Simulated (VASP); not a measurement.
# Ga (Cmce) in VASP: notebook

The runs below take Ga through single point, with PBEsol.

Program: VASP 6.6.1. These are calculated values, not measurements. Logs are shortened: lines on timing, memory, paths and dates and some standing lists are left out, and cuts for length are marked.

## (1) The structure

Symmetry: Cmce, No. 64, orthorhombic system. The conventional cell has a = 4.470 Å, b = 7.597 Å, c = 4.490 Å, α = 90.00°, β = 90.00°, γ = 90.00°. Ga (site symmetry m) has 7 Ga at 2.48 to 2.76 Å as nearest neighbours.

## (2) Single point, PBEsol (bulk in the cell of the (1 1 0) plane)

INCAR

```
ALGO = Fast
EDIFF = 1E-6
ENCUT = 520
GGA = PS
ISIF = 2
ISMEAR = 0
ISYM = 0
LASPH = T
LCHARG = F
LREAL = F
LWAVE = F
NBANDS = 34
NELM = 100
PREC = Accurate
SIGMA = 0.1
```

KPOINTS

```
k-points
0
Gamma
  8 8 9
```

POSCAR

```
Ga
1.0
    4.4074112312      0.0000000000      0.0000000000
    0.0000000000      4.4897756759      0.0000000000
    2.1405759165      0.0000000000      3.8526884777
Ga
4
Direct
    0.8440844213      0.0832479801      0.8440844213
    0.3440844213      0.4167520199      0.3440844213
    0.1559155787      0.9167520199      0.1559155787
    0.6559155787      0.5832479801      0.6559155787
```

Potentials or basis: VASP PAW PBE potentials, release 64 (Ga_d).

Launch:

```console
$ cat potpaw_PBE.64/Ga_d/POTCAR > POTCAR
$ mpirun -np 1 vasp_std > vasp.out
```

OUTCAR:

```text
EDIFF = 1E-6
   ENCUT = 520
   GGA = PS
   ISIF = 2
   ISMEAR = 0
   ISYM = 0
   LASPH = T
   LREAL = F
   NELM = 100
   PREC = Accurate

 ion  position               nearest neighbor table
   1  0.844  0.083  0.844-   3 2.48   4 2.66   4 2.66   2 2.69   2 2.69   3 2.76   3 2.76
   2  0.344  0.417  0.344-   4 2.48   3 2.66   3 2.66   1 2.69   1 2.69   4 2.76   4 2.76
   3  0.156  0.917  0.156-   1 2.48   2 2.66   2 2.66   4 2.69   4 2.69   1 2.76   1 2.76
   4  0.656  0.583  0.656-   2 2.48   1 2.66   1 2.66   3 2.69   3 2.69   2 2.76   2 2.76

IMPORTANT INFORMATION: All symmetrisations will be switched off!
NOSYMM: (Re-)initialisation of all symmetry stuff for point group C_1.

----------------------------------------------------------------------------------------

                                     Primitive cell

  volume of cell :      76.2381

  direct lattice vectors                    reciprocal lattice vectors
     4.407411231  0.000000000  0.000000000     0.226890559  0.000000000 -0.126061702
     0.000000000  4.489775676  0.000000000     0.000000000  0.222728277  0.000000000
     2.140575917  0.000000000  3.852688478     0.000000000  0.000000000  0.259559008

  length of vectors
     4.407411231  4.489775676  4.407411231     0.259559008  0.222728277  0.259559008

  position of ions in fractional coordinates (direct lattice)
     0.844084421  0.083247980  0.844084421
     0.344084421  0.416752020  0.344084421
     0.155915579  0.916752020  0.155915579
     0.655915579  0.583247980  0.655915579

  ion indices of the primitive-cell ions
   primitive index   ion index
                 1           1
                 2           2
                 3           3
                 4           4

----------------------------------------------------------------------------------------

 KPOINTS: k-points

Automatic generation of k-mesh.
 Grid dimensions read from file:
 generate k-points for:    8    8    9

 Generating k-lattice:

  Cartesian coordinates                     Fractional coordinates (reciprocal lattice)
     0.028361320  0.000000000 -0.015757713     0.125000000  0.000000000  0.000000000
     0.000000000  0.027841035  0.000000000     0.000000000  0.125000000  0.000000000
     0.000000000  0.000000000  0.028839890     0.000000000  0.000000000  0.111111111

  Length of vectors
     0.032444876  0.027841035  0.028839890

  Shift w.r.t. Gamma in fractional coordinates (k-lattice)
     0.000000000  0.000000000  0.000000000

 -----------------------------------------------------------------------------
[... 71 lines left out ...]
   EDIFF  = 0.1E-05   stopping-criterion for ELM
   LREAL  =      F    real-space projection
   EDIFFG = 0.1E-04   stopping-criterion for IOM
   NSW    =      0    number of steps for IOM
   IBRION =     -1    ionic relax: 0-MD 1-quasi-New 2-CG
   NFREE  =      0    steps in history (QN), initial steepest desc. (CG)
   ISIF   =      2    stress and relaxation
   ISYM   =      0    0-nonsym 1-usesym 2-fastsym
   POTIM  = 0.5000    time-step for ionic-motion
   TEBEG  =    0.0;   TEEND  =   0.0 temperature during run
   PSTRESS=    0.0 pullay stress
   NELECT =      52.0000    total number of electrons
   NUPDOWN=      -1.0000    fix difference up-down
   EMIN   =  10.00;   EMAX   =-10.00  energy-range for DOS
   EFERMI =   0.00;   METHOD = LEGACY
   ISMEAR =     0;   SIGMA  =   0.10  broadening in eV -4-tet -1-fermi 0-gaus
   EFERMI_NEDOS =   21; number of points for ismear=-14 and -15
   IALGO  =     68    algorithm
   IMIX   =      4    mixing-type and parameters
     AMIX     =   0.40;   BMIX     =  1.00
     AMIX_MAG =   1.60;   BMIX_MAG =  1.00
  volume/ion in A,a.u.               =      19.06       128.62
  Fermi-wavevector in a.u.,A,eV,Ry     =   1.441071  2.723228 28.255006  2.076684
  Thomas-Fermi vector in A             =   2.559744
   LORBIT       =      0    0 simple, 1 ext, 2 COOP (PROOUT), +10 PAW based schemes
   GGA     = PS    functional components
   LHFCALC =     F    Hartree Fock is set to
   AEXX    =    0.0000 exact exchange contribution
   IVDW    =     0    specifies the selected vdW correction
   LEPSILON=     F    determine dielectric tensor
   LRPA    =     F    only Hartree local field effects (RPA)
 non-spin polarized calculation
 RMM-DIIS sequential band-by-band and
 Gauss-broadening in eV      SIGMA  =   0.10
  energy-cutoff  :      520.00
  volume of cell :       76.24
 maximum number of plane-waves:      2071
 NGX is ok and might be reduce to    36
   NGX = 17   NGY = 17   NGZ = 17

 number of electron      52.0000009 magnetization

 Free energy of the ion-electron system (eV)
  ---------------------------------------------------
  ext. energy  EPLUGINS =         0.00000000
  ---------------------------------------------------
  free energy    TOTEN  =       -13.40350550 eV

  energy without entropy =      -13.39849660  energy(sigma->0) =      -13.40100105

 E-fermi :   5.1112     XC(G=0): -10.9392

 val. band max:        5.1030071524   @ k =   0.2500   0.3750   0.2222
 cond. band min:       5.1140162962   @ k =   0.2500   0.5000   0.2222
 fundamental gap:      0.0110091438
 Fermi energy:         5.1112016597

 k-point     1 :       0.0000    0.0000    0.0000
  band No.  band energies     occupation
      1     -10.0266      2.00000
      2     -10.0158      2.00000
      3      -9.9780      2.00000
      4      -9.9615      2.00000
      5      -9.9441      2.00000
      6      -9.9198      2.00000
[... 877 lines left out ...]
     33      11.3079      0.00000
     34      13.2790      0.00000

 [... further k-points ...]
[... 5 lines left out ...]
  --------------------------------------------------------------------------------------
  -------------------------------------------------------------------------------------
  Total       -0.0097412      0.0343542     -0.0317565      0.0000028      0.0000094     -0.0594799
  in kB       -0.2047157      0.7219695     -0.6673772      0.0000584      0.0001966     -1.2499970
  external PRESSURE =      -0.0500411 kB  Pullay stress =       0.0000000 kB

 VOLUME and BASIS-vectors are now :
 -----------------------------------------------------------------------------
  energy-cutoff  :      520.00
  volume of cell :       76.24
      direct lattice vectors                 reciprocal lattice vectors
     4.407411231  0.000000000  0.000000000     0.226890559  0.000000000 -0.126061702
     0.000000000  4.489775676  0.000000000     0.000000000  0.222728277  0.000000000
     2.140575917  0.000000000  3.852688478     0.000000000  0.000000000  0.259559008

 POSITION                                       TOTAL-FORCE (eV/Angst)
 -----------------------------------------------------------------------------------
      5.52705      0.37376      3.25199         0.034746     -0.006253      0.017038
      2.25306      1.87112      1.32565         0.034751      0.006258      0.017035
      1.02093      4.11601      0.60069        -0.034758      0.006251     -0.017028
      4.29493      2.61865      2.52704        -0.034739     -0.006256     -0.017046
 -----------------------------------------------------------------------------------
    total drift:                               -0.000036     -0.000007      0.000006

  FREE ENERGIE OF THE ION-ELECTRON SYSTEM (eV)
  ---------------------------------------------------
  free  energy   TOTEN  =       -13.4035054952 eV

  energy  without entropy=      -13.3984966016  energy(sigma->0) =      -13.40100105
```

stdout:

```text
POSCAR found type information on POSCAR Ga
 POSCAR found :  1 types and       4 ions
 scaLAPACK will be used
 -----------------------------------------------------------------------------
|                                                                             |
|                                                                             |
|     You enforced a specific xc type in the INCAR file but a different       |
|     I HOPE YOU KNOW WHAT YOU ARE DOING!                                     |
[... 24 lines left out ...]
 FFT: planning ... GRIDC
 FFT: planning ... GRID_SOFT
 FFT: planning ... GRID
 WAVECAR not read
 entering main loop
WARNING in EDDRMM: call to ZHEGV failed, returncode =   8  4     31
WARNING in EDDRMM: call to ZHEGV failed, returncode =   6  3     31
WARNING in EDDRMM: call to ZHEGV failed, returncode =   8  4     31
WARNING in EDDRMM: call to ZHEGV failed, returncode =   8  4     31
```

It took 6.7 min on 1 thread of Intel Xeon Platinum 8488C (Sapphire Rapids), shared host; peak memory 0.6 GiB.

Results:

```yaml
Free_energy: -13.4035 eV
Pressure: 0.0 GPa
Largest_force: 0.039 eV/Å
Band_gap_on_the_k_mesh: none (metal or under the smearing width)
```

Forces in eV/Å, atoms in the order of the input:
```
Ga   0.035 -0.006  0.017
Ga   0.035  0.006  0.017
Ga  -0.035  0.006 -0.017
Ga  -0.035 -0.006 -0.017
```

Stress tensor (GPa, compression positive):
```
-0.02  0.00 -0.12
 0.00  0.07  0.00
-0.12  0.00 -0.07
```

Levels at points of the mesh, in eV from the Fermi level:
```tsv
k point	band 22	band 23	band 24	band 25	band 26	band 27	band 28	band 29	band 30	band 31
(0.00, 0.00, 0.00)	-4.22	-3.81	-1.78	-1.67	-0.77	0.92	0.98	1.08	5.21	5.47
(0.50, 0.00, 0.00)	-8.73	-3.45	-3.45	-1.41	-1.41	0.73	0.73	4.23	4.23	5.40
(0.00, 0.50, 0.00)	-9.35	-0.05	-0.05	-0.02	-0.02	0.09	0.09	2.08	2.08	3.95
(0.50, 0.50, 0.00)	-7.24	-6.37	-6.37	-1.57	-1.57	0.53	0.53	7.36	7.36	7.93
```

Caveat: the PAW data sets were made with another functional, which shifts forces and pressure a little.

## (3) Single point, PBEsol

INCAR

```
  PREC = Accurate
  ENCUT = 520
  EDIFF = 1E-7
  ISMEAR = 0
  SIGMA = 0.1
  LREAL = F
  LASPH = T
  NELM = 100
  ALGO = Fast
  ISIF = 2
  LWAVE = F
  LCHARG = F
  GGA = PS
  NBANDS = 34
```

KPOINTS

```
regular mesh
0
Gamma
  12 12 10
```

POSCAR

```
Ga
1.0
    2.2350475862     -3.7986624025      0.0000000000
    2.2350475862      3.7986624025      0.0000000000
    0.0000000000      0.0000000000      4.4897756759
Ga
4
Direct
    0.1559155787      0.8440844213      0.0832479801
    0.6559155787      0.3440844213      0.4167520199
    0.8440844213      0.1559155787      0.9167520199
    0.3440844213      0.6559155787      0.5832479801
```

Potentials or basis: VASP PAW PBE potentials, release 64 (Ga_d).

Launch:

```console
$ cat potpaw_PBE.64/Ga_d/POTCAR > POTCAR
$ mpirun -np 1 vasp_std > vasp.out
```

It took 7.8 min on 1 thread of Intel Xeon Platinum 8488C (Sapphire Rapids), shared host; peak memory 0.55 GiB.

Results (log left out):

```
Free energy            : -13.4138 eV
Pressure               : 0.1 GPa
Band gap on the k mesh : none (metal or under the smearing width)
```

Forces in eV/Å, atoms in the order of the input:
```
Ga   0.000  0.002 -0.002
Ga   0.000  0.002  0.002
Ga   0.000 -0.002  0.002
Ga   0.000 -0.002 -0.002
```

Stress tensor (GPa, compression positive):
```
0.12 0.00 0.00
0.00 0.03 0.00
0.00 0.00 0.13
```

Levels at points of the mesh, in eV from the Fermi level:
```tsv
k point	band 23	band 24	band 25	band 26	band 27	band 28	band 29	band 30
(0.00, 0.00, 0.00)	-3.77	-1.74	-1.63	-0.73	0.95	1.01	1.11	5.25
(0.50, 0.00, 0.00)	-3.42	-3.42	-1.37	-1.37	0.77	0.77	4.27	4.27
(0.50, 0.50, 0.00)	-4.06	-3.33	-1.70	-1.56	1.12	1.23	3.50	3.89
(0.00, 0.00, 0.50)	-0.01	-0.01	0.02	0.02	0.12	0.12	2.11	2.11
(0.50, 0.00, 0.50)	-6.33	-6.33	-1.54	-1.54	0.56	0.56	7.39	7.39
(0.50, 0.50, 0.50)	-5.39	-5.39	-1.27	-1.27	-0.89	-0.89	6.85	6.85
```

Caveat: the PAW data sets were made with another functional, which shifts forces and pressure a little.
